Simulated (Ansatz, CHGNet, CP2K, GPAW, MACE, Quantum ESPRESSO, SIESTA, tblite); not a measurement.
# What went wrong? SIESTA on wurtzite SiC, size series (72 atoms)

Program: SIESTA 5.4.2, a calculation on a cell of 36 Si and 36 C, 10.3 Å³ an atom.

input.fdf reads:

```
SystemLabel cell
NumberOfAtoms 72
NumberOfSpecies 2
%block ChemicalSpeciesLabel
  1 14 Si
  2 6 C
%endblock ChemicalSpeciesLabel
LatticeConstant 1.0 Ang
%block LatticeVectors
  9.22800 0.00000 0.00000
  -4.61400 7.99168 0.00000
  0.00000 0.00000 10.09600
%endblock LatticeVectors
PAO.BasisSize DZP
PAO.EnergyShift 0.01 Ry
XC.Functional GGA
XC.Authors PBE
MeshCutoff 300 Ry
%block kgrid_Monkhorst_Pack
  1 0 0 0.0
  0 1 0 0.0
  0 0 1 0.0
%endblock kgrid_Monkhorst_Pack
SolutionMethod diagon
OccupationFunction FD
ElectronicTemperature 580 K
SCF.Mixer.Method Linear
SCF.Mixer.Weight 0.9
SCF.Mixer.History 1
SCF.Mix Hamiltonian
MaxSCFIterations 60
SCF.DM.Tolerance 1e-04
SCF.H.Tolerance 1.0e-3 eV
WriteForces T
Write.HirshfeldPop T
Write.VoronoiPop T
Write.DM F
Write.H F
XML.Write F
AtomicCoordinatesFormat Fractional
%block AtomicCoordinatesAndAtomicSpecies
  0.00790 0.00894 0.00317 1
  0.10932 0.22534 0.05961 2
  0.10937 0.21982 0.24977 1
  0.00141 1.00000 0.31162 2
  0.99777 0.99682 0.50083 1
  0.10631 0.21872 0.56114 2
  0.11349 0.22816 0.75296 1
  0.00243 0.00328 0.80947 2
  0.99643 0.33193 0.99889 1
  0.11287 0.56274 0.06335 2
[... 58 atom lines left out ...]
  0.66253 0.66156 0.50334 1
  0.78492 0.89085 0.56274 2
  0.77986 0.89139 0.75268 1
  0.66585 0.66323 0.81700 2
%endblock AtomicCoordinatesAndAtomicSpecies
```

Launch:

```
> OMP_NUM_THREADS=1 mpirun -np 2 siesta < input.fdf > output.txt
```

What it wrote:

```text
Version         : 5.4.2
reinit: System Name:
reinit: System Label: cell
initatom: Reading input for the pseudopotentials and atomic orbitals ----------
Species number:   1 Atomic number:   14 Label: Si
Species number:   2 Atomic number:    6 Label: C
Ground state valence configuration (from tables):   3s02  3p02  3d00  4f00
Ground state valence configuration (from tables):   2s02  2p02  3d00  4f00
---- Processing specs for species: Si
GGA--PBE XC_GGA_X_PBE--XC_GGA_C_PBE pb
---- Processing specs for species: C
GGA--PBE XC_GGA_X_PBE--XC_GGA_C_PBE pb
Si pseudopotential only contains V_ls up to l=2 -- lmxkb reset.
C pseudopotential only contains V_ls up to l=1 -- lmxkb reset.
Using PAO.SplitTailNorm
%block ChemicalSpeciesLabel
    1   14 Si                      # Species index, atomic number, species label
    2    6 C                       # Species index, atomic number, species label
%endblock ChemicalSpeciesLabel
%block PAO.Basis                 # Define Basis set
Si                    2                    # Species label, number of l-shells
 n=3   0   2                         # n, l, Nzeta
   5.392      3.847
   1.000      1.000
 n=3   1   2 P   1                   # n, l, Nzeta, Polarization, NzetaPol
   6.844      4.952
[...]
C                     2                    # Species label, number of l-shells
 n=2   0   2                         # n, l, Nzeta
[...]
n=2   1   2 P   1                   # n, l, Nzeta, Polarization, NzetaPol
   5.436      3.692
   1.000      1.000
%endblock PAO.Basis
coor:   Atomic-coordinates input format  =     Fractional
siesta: System type = bulk
initatomlists: Number of atoms, orbitals, and projectors:     72   936   936
siesta: ******************** Simulation parameters ****************************
Total number of electrons:   288.000000
Total ionic charge:   288.000000
 Kpoints in:            1 . Kpoints trimmed:            1
siesta: k-grid: Number of k-points = 1
siesta: k-points from Monkhorst-Pack grid
siesta: k-cutoff (effective) =     4.614 Ang
siesta: k-point supercell and displacements
siesta: k-grid:     1     0     0      0.000
siesta: k-grid:     0     1     0      0.000
siesta: k-grid:     0     0     1      0.000
                     ====================================
                        Single-point calculation
                     ====================================
outcell: Unit cell vectors (Ang):
        9.228000    0.000000    0.000000
       -4.614000    7.991680    0.000000
        0.000000    0.000000   10.096000
outcell: Cell vector modules (Ang)   :    9.228000    9.227998   10.096000
outcell: Cell angles (23,13,12) (deg):     90.0000     90.0000    120.0000
outcell: Cell volume (Ang**3)        :    744.5520
Gamma-point calculation with multiply-connected orbital pairs
Gamma-point calculation with multiply-connected orbital pairs
Folding of H and S implicitly performed
Folding of H and S implicitly performed
new_DM -- step:     1
Initializing Density Matrix...
Attempting to read DM from file... Failed...
DM filled with atomic data:
InitMesh: MESH = 90 x 90 x 108 = 874800
InitMesh: Mesh cutoff (required, used) =   300.000   316.265 Ry
stepf: Fermi-Dirac step function
        iscf     Eharris(eV)        E_KS(eV)     FreeEng(eV)     dDmax    Ef(eV) dHmax(eV)
   scf:    1    -9683.329578    -9974.824077    -9974.824077  1.833253 -4.878825  7.345671
   scf:    2    -9745.573710    -9944.669304    -9944.911943  0.369444 -3.708420 15.635863
   scf:    3    -8611.097014    -9582.170326    -9582.323087  0.527386 -5.469816 56.384133
   scf:    4    67784.475069    14940.610707    14940.441550  7.160609 -7.727812338.176122
   scf:    5   203186.474765    44544.561699    44544.522083 92.372285**********704.308418
   scf:    6   220211.336461    45904.868368    45904.844207 91.697743**********709.542286
   scf:    7   224355.139535    46778.603060    46778.596686 49.634184**********659.489024
[...]
scf:   59   224031.182311    46189.812686    46189.697236 26.006631**********624.140115
   scf:   60   225591.750344    46709.511048    46709.376488 26.007461**********624.140104
SCF_NOT_CONV: SCF did not converge in maximum number of steps (required).
SCF_NOT_CONV: SCF did not converge in maximum number of steps (required).
Geom step, scf iteration, dDmax, dHmax:    0    60     26.007461    45.873452
Geom step, scf iteration, dDmax, dHmax:    0    60     26.007461    45.873452
ABNORMAL_TERMINATION
ABNORMAL_TERMINATION
Stopping Program from Node:    1
Stopping Program from Node:    0
ABNORMAL_TERMINATION
Stopping Program from Node:    0
ABNORMAL_TERMINATION
Stopping Program from Node:    1
```

The job ended after 7.3 min (2 MPI ranks of Arm Neoverse V1, shared host; peak memory 1.1 GiB).

Banners, paths, timers and routine set-up lines are dropped from the logs unmarked, and long logs keep their key lines alone; longer cuts are marked.

Why should this run not be trusted?

Mixing far too strong: mixing weight 0.9 and mixer Linear. The sound run has mixing weight 0.15.

The run ended unconverged.

[Also dropped from logs without a mark: logging warnings of Python, and SIESTA's first energy breakdown and zero terms.]

[Logs are printed without paths, hosts, clocks, repeated set-up lines and the standing remarks that a program may print on its own settings, such as how far it seeks lower states.]

[Hosts, paths, dates, database ids (printed as entryN), source tags and the programs' standing remarks are cut or masked in the printed files.]
